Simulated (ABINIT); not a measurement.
# A GW chain in ABINIT: InP (F-43m), part 2 of 3

How does a plane-wave GW calculation on InP (F-43m) run from the first input to the gap?

ABINIT 10.8.3; PBE and many-body steps on it, plane waves. Known limits of the many-body steps: not at the basis limit; mesh may overstate the screening; no spin-orbit coupling; coarse k mesh.

So far. Step 2 (Ground state): The gap is direct, at Γ.

The database entry behind the starting cell differs from later determinations by our own check (0.1 to 0.3 % short, probably kX units), so it need not match the best structure at ambient conditions.

### Step 3. Bands along the symmetry lines

Level of this step: DFT, PBE, plane waves, norm-conserving pseudopotentials (ABINIT).

Levels along a band path, at the cheap level, show where the edges lie and whether the meshes to come will hold them.

Contents of run.abi:

```
acell 3*1.0 Angstrom
rprim 
  -0.000000000000 2.930500000000 2.930500000000
  2.930500000000 -0.000000000000 2.930500000000
  2.930500000000 2.930500000000 -0.000000000000
ntypat 2
znucl 49 15
natom 2
typat 1 2
xred 
  0.000000000000 0.000000000000 0.000000000000
  0.250000000000 0.250000000000 0.250000000000
pp_dirpath "pseudos"
pseudos "In.upf, P.upf"
ecut 33
iscf -2
irdden 1
kptopt 0
nkpt 50
kpt 
  0.00000000 0.00000000 0.00000000
  -0.06250000 -0.06250000 0.00000000
  -0.12500000 -0.12500000 0.00000000
  -0.18750000 -0.18750000 0.00000000
  -0.25000000 -0.25000000 0.00000000
  -0.31250000 -0.31250000 0.00000000
  -0.37500000 -0.37500000 0.00000000
  -0.43750000 -0.43750000 0.00000000
  -0.50000000 -0.50000000 0.00000000
  -0.48437500 -0.48437500 0.03125000
  -0.46875000 -0.46875000 0.06250000
  -0.45312500 -0.45312500 0.09375000
  -0.43750000 -0.43750000 0.12500000
  -0.42187500 -0.42187500 0.15625000
  -0.40625000 -0.40625000 0.18750000
  -0.39062500 -0.39062500 0.21875000
  -0.37500000 -0.37500000 0.25000000
  -0.37500000 0.00000000 0.37500000
  -0.32812500 0.00000000 0.32812500
  -0.28125000 0.00000000 0.28125000
  -0.23437500 0.00000000 0.23437500
  -0.18750000 0.00000000 0.18750000
  -0.14062500 0.00000000 0.14062500
  -0.09375000 0.00000000 0.09375000
  -0.04687500 0.00000000 0.04687500
  0.00000000 0.00000000 0.00000000
  0.00000000 0.00000000 0.06250000
  0.00000000 0.00000000 0.12500000
  0.00000000 0.00000000 0.18750000
  0.00000000 0.00000000 0.25000000
  0.00000000 0.00000000 0.31250000
  0.00000000 0.00000000 0.37500000
  0.00000000 0.00000000 0.43750000
  -0.00000000 -0.00000000 0.50000000
  -0.06250000 -0.03125000 0.46875000
  -0.12500000 -0.06250000 0.43750000
  -0.18750000 -0.09375000 0.40625000
  -0.25000000 -0.12500000 0.37500000
  -0.31250000 -0.15625000 0.34375000
  -0.37500000 -0.18750000 0.31250000
  -0.43750000 -0.21875000 0.28125000
  -0.50000000 -0.25000000 0.25000000
  -0.50000000 -0.28125000 0.21875000
  -0.50000000 -0.31250000 0.18750000
  -0.50000000 -0.34375000 0.15625000
  -0.50000000 -0.37500000 0.12500000
  -0.50000000 -0.40625000 0.09375000
  -0.50000000 -0.43750000 0.06250000
  -0.50000000 -0.46875000 0.03125000
  -0.50000000 -0.50000000 0.00000000
istwfk *1
nband 20
nbdbuf 2
tolwfr 1e-08
nstep 40
prtwf 0
prtvol 0
indata_prefix "in"
outdata_prefix "out"
tmpdata_prefix "tmp"
```

Run with:

```console
$ OMP_NUM_THREADS=1 mpirun -n 4 abinit run.abi > log
```

Numbers of over 12 decimals in the logs are rounded to 6 here.

The program printed:

```text
.Version 10.8.3 of ABINIT. v10.8.2 released Aug 2026.

 Symmetries : space group F-4 3 m (#216); Bravais cF (face-center cubic)
[... echo of the input left out ...]
== DATASET  1 ==================================================================
-   mpi_nproc: 4, omp_nthreads: 1 (-1 if OMP is not activated)

--- !DatasetInfo
iteration_state: {dtset: 1, }
dimensions: {natom: 2, nkpt: 50, mband: 20, nsppol: 1, nspinor: 1, nspden: 1, mpw: 3119, }
cutoff_energies: {ecut:  33.0, pawecutdg:  -1.0, }
electrons: {nelect:   2.60000000E+01, charge:   0.00000000E+00, occopt:   1.00000000E+00, tsmear:   1.00000000E-02, }

 Real(R)+Recip(G) space primitive vectors, cartesian coordinates (Bohr,Bohr^-1):
 R(1)=  0.0000000  5.5378424  5.5378424  G(1)= -0.0902879  0.0902879  0.0902879
 R(2)=  5.5378424  0.0000000  5.5378424  G(2)=  0.0902879 -0.0902879  0.0902879
 R(3)=  5.5378424  5.5378424  0.0000000  G(3)=  0.0902879  0.0902879 -0.0902879
 Unit cell volume ucvol=  3.3966576E+02 bohr^3
 Angles (23,13,12)=  6.00000000E+01  6.00000000E+01  6.00000000E+01 degrees

 getcut: wavevector=  0.0000  0.0000  0.0000  ngfft=  45  45  45
         ecut(hartree)=     33.000   => boxcut(ratio)=   2.17258

--- Pseudopotential description ------------------------------------------------
- In Generated using ONCVPSP code by D. R. Hamann
- 49.00000  21.00000  171031                  znucl, zion, pspdat
12 -101130 2 -1 1964                          pspcod,pspxc,lmax,lloc,mmax
     nproj     2     2     2
  pspatm : epsatm=   33.77322108
         --- l  ekb(1:nproj) -->
             0    8.444792   -0.551410
             1    2.489821   -1.164509
             2   -3.311344   -0.947824
 pspatm: atomic psp has been read  and splines computed

- P Generated using ONCVPSP code by D. R. Hamann
- 15.00000   5.00000  171031                  znucl, zion, pspdat
12 -101130 2 -1 1298                          pspcod,pspxc,lmax,lloc,mmax
     nproj     2     2     2
  pspatm : epsatm=    8.05910421
         --- l  ekb(1:nproj) -->
[...]
pspatm: atomic psp has been read  and splines computed

--------------------------------------------------------------------------------

================================================================================
 prteigrs : about to open file out_EIG
 Non-SCF case, kpt    1 (  0.00000  0.00000  0.00000), residuals and eigenvalues=
  3.14E-09  2.81E-09  4.32E-09  5.14E-09  1.69E-09  2.55E-09  5.68E-09  1.28E-09
  3.64E-09  8.96E-10  2.51E-09  6.28E-09  8.37E-09  5.66E-09  1.97E-09  5.67E-09
  8.03E-09  4.11E-09  6.19E-09  2.65E-07
 -4.0459E+00 -2.5199E+00 -2.5199E+00 -2.5199E+00 -3.3970E-01 -3.3970E-01
 -3.3970E-01 -3.3420E-01 -3.3420E-01 -2.4085E-01  1.8244E-01  1.8244E-01
  1.8244E-01  2.0849E-01  3.3265E-01  3.3265E-01  3.3265E-01  4.9824E-01
  5.2838E-01  5.2838E-01
 Non-SCF case, kpt    2 ( -0.06250 -0.06250  0.00000), residuals and eigenvalues=
[...]
5.1127E-01  5.2973E-01
 Non-SCF case, kpt    3 ( -0.12500 -0.12500  0.00000), residuals and eigenvalues=
[...]
5.04E-09  5.62E-09  1.08E-06  3.63E-07
[...]
5.3373E-01  5.4203E-01
[...]
Non-SCF case, kpt   49 ( -0.50000 -0.46875  0.03125), residuals and eigenvalues=
[...]
5.8135E-01  6.1672E-01
 Non-SCF case, kpt   50 ( -0.50000 -0.50000  0.00000), residuals and eigenvalues=
[...]
-3.3583E-01 -3.3583E-01 -3.3284E-01 -1.5354E-01 -2.8881E-02  9.7175E-02
  9.7175E-02  2.4712E-01  2.6577E-01  5.2156E-01  5.3465E-01  5.3465E-01
  5.7856E-01  6.1605E-01

--- !ResultsGS
iteration_state: {dtset: 1, }
comment   : Summary of ground state results
lattice_vectors:
- [ -0.0000000,   5.5378424,   5.5378424, ]
- [  5.5378424,  -0.0000000,   5.5378424, ]
- [  5.5378424,   5.5378424,  -0.0000000, ]
lattice_lengths: [   7.83169,    7.83169,    7.83169, ]
lattice_angles: [ 60.000,  60.000,  60.000, ] # degrees, (23, 13, 12)
lattice_volume:   3.3966576E+02
convergence: {deltae:  0.000E+00, res2:  0.000E+00, residm:  9.979E-09, diffor:  0.000E+00, }
etotal    :  -2.06381794E+02
entropy   :   0.00000000E+00
fermie    :   1.82435607E-01
cartesian_stress_tensor: null
pressure_GPa: null
xred      :
- [  0.0000E+00,   0.0000E+00,   0.0000E+00, In]
- [  2.5000E-01,   2.5000E-01,   2.5000E-01,  P]
cartesian_forces: null
force_length_stats: {min: null, max: null, mean: null, }

 Integrated electronic density in atomic spheres:
 ------------------------------------------------
 Atom  Sphere_radius  Integrated_density
[...]
================================================================================

 ----iterations are completed or convergence reached----

 Mean square residual over all n,k,spin=   48.102E-10; max=  99.791E-10
 reduced coordinates (array xred) for    2 atoms
       0.000000000000      0.000000000000      0.000000000000
       0.250000000000      0.250000000000      0.250000000000

 cartesian coordinates (angstrom) at end:
[...]
length scales=  1.889726125908  1.889726125908  1.889726125908 bohr
              =  1.000000000000  1.000000000000  1.000000000000 angstroms
 prteigrs : about to open file out_EIG
 Eigenvalues (hartree) for nkpt=  50  k points:
 kpt#   1, nband= 20, wtk=  1.00000, kpt=  0.0000  0.0000  0.0000 (reduced coord)
[...]
kpt#   2, nband= 20, wtk=  1.00000, kpt= -0.0625 -0.0625  0.0000 (reduced coord)
[...]
kpt#   3, nband= 20, wtk=  1.00000, kpt= -0.1250 -0.1250  0.0000 (reduced coord)
[...]
kpt#  49, nband= 20, wtk=  1.00000, kpt= -0.5000 -0.4687  0.0313 (reduced coord)
[...]
0.52716    0.53876    0.58135    0.61672
 kpt#  50, nband= 20, wtk=  1.00000, kpt= -0.5000 -0.5000  0.0000 (reduced coord)
  -4.04589   -2.51988   -2.51988   -2.51988   -0.34635   -0.33597   -0.33583   -0.33583
  -0.33284   -0.15354   -0.02888    0.09718    0.09718    0.24712    0.26577    0.52156
   0.53465    0.53465    0.57856    0.61605

== END DATASET(S) ==============================================================
================================================================================

 -outvars: echo values of variables after computation  --------
            nband          20
             nkpt          50
          spgroup         216
 [... the other variables as echoed above ...]

 Calculation completed.
```

Elapsed: 14 s, on 4 MPI ranks of Arm Neoverse V2, shared host; peak memory 0.3 GiB; 57 s of CPU time.

This step gave:

| Item | Value |
| --- | --- |
| gap | 0.7089 eV |
| k of the valence top | 0, 0, 0 |
| k of the conduction bottom | 0, 0, 0 |
| least direct gap | 0.7089 eV |

The gap is 0.709 eV, as in the run before at this level.

Electronic bands along the path, in eV, zero at the top of the highest filled band:

```
    point  band 10  band 11  band 12  band 13  band 14  band 15  band 16  band 17
        Γ   -11.52     0.00     0.00     0.00     0.71     4.09     4.09     4.09
  halfway   -10.62    -3.34    -1.41    -1.41     2.49     3.13     6.38     6.38
        X    -9.14    -5.75    -2.32    -2.32     1.76     2.27     9.23     9.58
  halfway    -9.13    -5.71    -2.75    -2.22     2.04     2.88     8.40     8.71
        U    -9.15    -5.61    -3.30    -1.94     2.36     4.39     7.51     7.55
jump to K    -9.15    -5.61    -3.30    -1.94     2.36     4.39     7.51     7.55
  halfway   -10.53    -3.80    -2.01    -0.57     2.84     4.69     4.99     5.22
        Γ   -11.52     0.00     0.00     0.00     0.71     4.09     4.09     4.09
  halfway   -10.84    -3.44    -0.56    -0.56     1.79     4.79     4.79     5.33
        L    -9.80    -5.73    -0.97    -0.97     1.50     4.80     4.80     7.12
  halfway    -9.48    -5.54    -2.69    -1.63     3.17     4.18     5.88     7.23
        W    -9.06    -5.60    -2.95    -2.91     4.29     4.38     5.57     6.21
  halfway    -9.10    -5.68    -2.65    -2.64     2.69     3.10     7.66     7.75
        X    -9.14    -5.75    -2.32    -2.32     1.76     2.27     9.23     9.58
```

The electronic bands as a text plot (rows in eV, shown from -8.0 to 6.7 only):

```
    6.4 |     ++            ++                 +         ++++
    5.8 |    +              ++               ++      ++++ ++
    5.2 |                  ++++++++         +     +++    +
    4.6 | +++             +     ++++++   +++++++++++++  +++
    4.0 |++              +       ++++++++++           ++++ ++
    3.3 |  ++ ++        +                             ++    ++
    2.7 |    ++++++    +   ++++++++                  +       +++
    2.1 |  ++   +++++++++++        ++      +        +         +++
    1.5 | +        +++               +   ++ ++++++++
    0.9 |+                            +++
    0.3 |*                           ***
   -0.3 | ***                   ******  *****
   -1.0 | *  *                **   ***       ********
   -1.6 |  ** ****         ***   ****    **         ***
   -2.2 |    *    *********     *                    * **      **
   -2.8 |              **     ** **        *          ** ******
   -3.4 |     **         *****              *           **
   -4.0 |       **              *            **
   -4.6 |                     **
   -5.2 |         ***      ***                 **     ***
   -5.9 |            ******                      *****   ********
   -6.5 |
   -7.1 |
   -7.7 |
         Γ           X  U|K            Γ         L        W     X
```

### Step 4. Empty states on the mesh, 4×4×4 mesh, 135 bands

The sums over transitions need many empty states on a uniform mesh; this step solves for them.

Contents of run.abi:

```
acell 3*1.0 Angstrom
rprim 
  -0.000000000000 2.930500000000 2.930500000000
  2.930500000000 -0.000000000000 2.930500000000
  2.930500000000 2.930500000000 -0.000000000000
ntypat 2
znucl 49 15
natom 2
typat 1 2
xred 
  0.000000000000 0.000000000000 0.000000000000
  0.250000000000 0.250000000000 0.250000000000
pp_dirpath "pseudos"
pseudos "In.upf, P.upf"
ecut 33
ngkpt 4 4 4
nshiftk 1
shiftk 0 0 0
kptopt 1
chksymbreak 0
irdden 1
istwfk *1
nband 135
prtvol 0
optdriver 6
gwr_task "HDIAGO"
paral_kgb 0
occopt 1
indata_prefix "in"
outdata_prefix "out"
tmpdata_prefix "tmp"
```

The program printed:

```text
[banner, memory and clock lines left out]
.Version 10.8.3 of ABINIT. v10.8.2 released Aug 2026.

 Symmetries : space group F-4 3 m (#216); Bravais cF (face-center cubic)
[... echo of the input left out ...]
== DATASET  1 ==================================================================
-   mpi_nproc: 4, omp_nthreads: 1 (-1 if OMP is not activated)

--- !DatasetInfo
iteration_state: {dtset: 1, }
dimensions: {natom: 2, nkpt: 8, mband: 135, nsppol: 1, nspinor: 1, nspden: 1, mpw: 3119, }
cutoff_energies: {ecut:  33.0, pawecutdg:  -1.0, }
electrons: {nelect:   2.60000000E+01, charge:   0.00000000E+00, occopt:   1.00000000E+00, tsmear:   1.00000000E-02, }

.Using double precision arithmetic; gwpc =  8

- Reading GS density from: in_DEN

--- Pseudopotential description ------------------------------------------------
- In Generated using ONCVPSP code by D. R. Hamann
- 49.00000  21.00000  171031                  znucl, zion, pspdat
12 -101130 2 -1 1964                          pspcod,pspxc,lmax,lloc,mmax
     nproj     2     2     2
  pspatm : epsatm=   33.77322108
         --- l  ekb(1:nproj) -->
             0    8.444792   -0.551410
             1    2.489821   -1.164509
             2   -3.311344   -0.947824
 pspatm: atomic psp has been read  and splines computed

- P Generated using ONCVPSP code by D. R. Hamann
- 15.00000   5.00000  171031                  znucl, zion, pspdat
12 -101130 2 -1 1298                          pspcod,pspxc,lmax,lloc,mmax
     nproj     2     2     2
  pspatm : epsatm=    8.05910421
         --- l  ekb(1:nproj) -->
             0    6.598722    1.052341
             1    3.369366    0.884600
             2   -3.154982   -0.827415
 pspatm: atomic psp has been read  and splines computed

   1.08764046E+03                                ecore*ucvol(ha*bohr**3)

 Total charge density [el/Bohr^3]
)     Maximum=    2.8178E+00  at reduced coord.    0.0222    0.0667    0.9111
)     Minimum=    2.0063E-03  at reduced coord.    0.5111    0.4889    0.4889
   Integrated=    2.6000E+01

 === KS gaps after direct diagonalization ===
 Direct band gap semiconductor
 Fundamental gap:     0.709 (eV)
   VBM:     4.964 (eV) at k: [ 0.0000E+00,  0.0000E+00,  0.0000E+00]
   CBM:     5.673 (eV) at k: [ 0.0000E+00,  0.0000E+00,  0.0000E+00]
 Direct gap:         0.709 (eV) at k: [ 0.0000E+00,  0.0000E+00,  0.0000E+00]

== END DATASET(S) ==============================================================

 -outvars: echo values of variables after computation  --------
           etotal      0.0000000000E+00
            nband         135
             nkpt           8
          spgroup         216
 [... the other variables as echoed above ...]

 Calculation completed.
```

Run time: 44 s. Hardware: 4 MPI ranks; peak memory 2.3 GiB; 2.9 min of CPU time.

This step gave:

- gap: 0.7091 eV
- k of the valence top: 0, 0, 0
- k of the conduction bottom: 0, 0, 0
- least direct gap: 0.7091 eV
- k points computed: 8
- lowest point of the top converged band, above the valence top: 89.2566 eV

On this mesh the gap is 0.709 eV.

### Step 5. Screening, 4×4×4 mesh, 127 bands, screening to 163.3 eV

The RPA dielectric matrix is built and inverted for each q.

This step: RPA screening on PBE, plane waves, norm-conserving pseudopotentials.

run.abi, as its differences from that of step 4:

```diff
@@ -20,10 +20,11 @@
 chksymbreak 0
-irdden 1
 istwfk *1
-nband 135
-prtvol 0
-optdriver 6
-gwr_task "HDIAGO"
-paral_kgb 0
 occopt 1
+irdwfk 1
+optdriver 3
+nband 127
+ecuteps 6
+inclvkb 2
+awtr 1
+symchi 1
 indata_prefix "in"
```

The program printed:

```text
.Version 10.8.3 of ABINIT. v10.8.2 released Aug 2026.

 Symmetries : space group F-4 3 m (#216); Bravais cF (face-center cubic)
[... echo of the input left out ...]
== DATASET  1 ==================================================================
-   mpi_nproc: 4, omp_nthreads: 1 (-1 if OMP is not activated)

--- !DatasetInfo
iteration_state: {dtset: 1, }
dimensions: {natom: 2, nkpt: 8, mband: 127, nsppol: 1, nspinor: 1, nspden: 1, mpw: 3119, }
cutoff_energies: {ecut:  33.0, pawecutdg:  -1.0, }
electrons: {nelect:   2.60000000E+01, charge:   0.00000000E+00, occopt:   1.00000000E+00, tsmear:   1.00000000E-02, }

 SCREENING: Calculation of the susceptibility and dielectric matrices

 Based on a program developped by R.W. Godby, V. Olevano, G. Onida, and L. Reining.
 Incorporated in ABINIT by V. Olevano, G.-M. Rignanese, and M. Torrent.
.Using double precision arithmetic ; gwpc =  8

[... cell and pseudopotentials left out ...]
--------------------------------------------------------------------------------

 ==== K-mesh for the wavefunctions ====
 Number of points in the irreducible wedge :     8
[... list of points left out ...]
 Together with 24 symmetry operations and time-reversal symmetry
 yields    64 points in the full Brillouin Zone.

 ==== Q-mesh for the screening function ====
 Number of points in the irreducible wedge :     8
[... list of points left out ...]
 Together with 24 symmetry operations and time-reversal symmetry
 yields    64 points in the full Brillouin Zone.

 setmesh: FFT mesh size selected  =    30x   30x   30
          total number of points  =        27000

 vcoul_init : cutoff-mode = AUXILIARY_FUNCTION
 q-points for optical limit:   1
     1)      0.000010    0.000020    0.000030

- screening: taking advantage of time-reversal symmetry
- Maximum band index for partially occupied states nbvw = 13
- Remaining bands to be divided among processors   nbcw = 114
- Number of bands treated by each node ~28

 Number of electrons calculated from density =   26.0000; Expected =   26.0000
 average of density, n =  0.076546
 r_s =    1.4610
 omega_plasma =   26.6880 [eV]

 calculating chi0 at frequencies [eV] :
  1    0.000000E+00    0.000000E+00
  2    0.000000E+00    2.668802E+01

--------------------------------------------------------------------------------
  q-point number  1        q = ( 0.000000, 0.000000, 0.000000) [r.l.u.]
--------------------------------------------------------------------------------
[... chi0 elements left out ...]
 For q-point:  0.000010 0.000020 0.000030
  dielectric constant =  44.4578
  dielectric constant without local fields =  46.9354

  Average fulfillment of the sum rule on Im[epsilon] for q-point    1 :     67.31  [%]
[... wings left out ...]
  q-point number  2        q = ( 0.250000, 0.000000, 0.000000) [r.l.u.]
--------------------------------------------------------------------------------
[... chi0 elements left out ...]
  Average fulfillment of the sum rule on Im[epsilon] for q-point    2 :     78.77  [%]

 [... 6 further q-points ...]
```

Wall time 35 s (4 MPI ranks); peak memory 0.94 GiB; 2.3 min of CPU time.

This step gave:

* ε∞ with local fields, on this mesh, along the program's q direction: 44.46
* the same without local fields: 46.94
* plasma frequency: 26.69 eV
* plane waves in the screening matrix: 259

Local fields lower ε∞ by 5 %. On a Γ-centred mesh this coarse the value itself is usually too large, while a short band sum pulls it down.

[end of part 2 of 3]

[Paths, hosts, dates, memory and timing lines, banners, echoed tables and standing remarks are left out of the program output.]

[Logs are printed without paths, hosts, clocks, repeated set-up lines and the standing remarks that a program may print on its own settings, such as how far it seeks lower states.]

[Runs of the session that timed out or met a known fault of the program may be left out.]

[Hosts, paths, dates, database ids (printed as entryN), source tags and the programs' standing remarks are cut or masked in the printed files.]

[G0W0 gaps are taken among the corrected bands and points alone; a level outside them can change the order at an edge.]

[Where Ansatz stands beside ABINIT at settings called matched, ABINIT's density can come from a denser mesh and the files from another edition; pairs whose starting gaps differed by over 0.03 eV were left out, so agreement reads better than it is.]
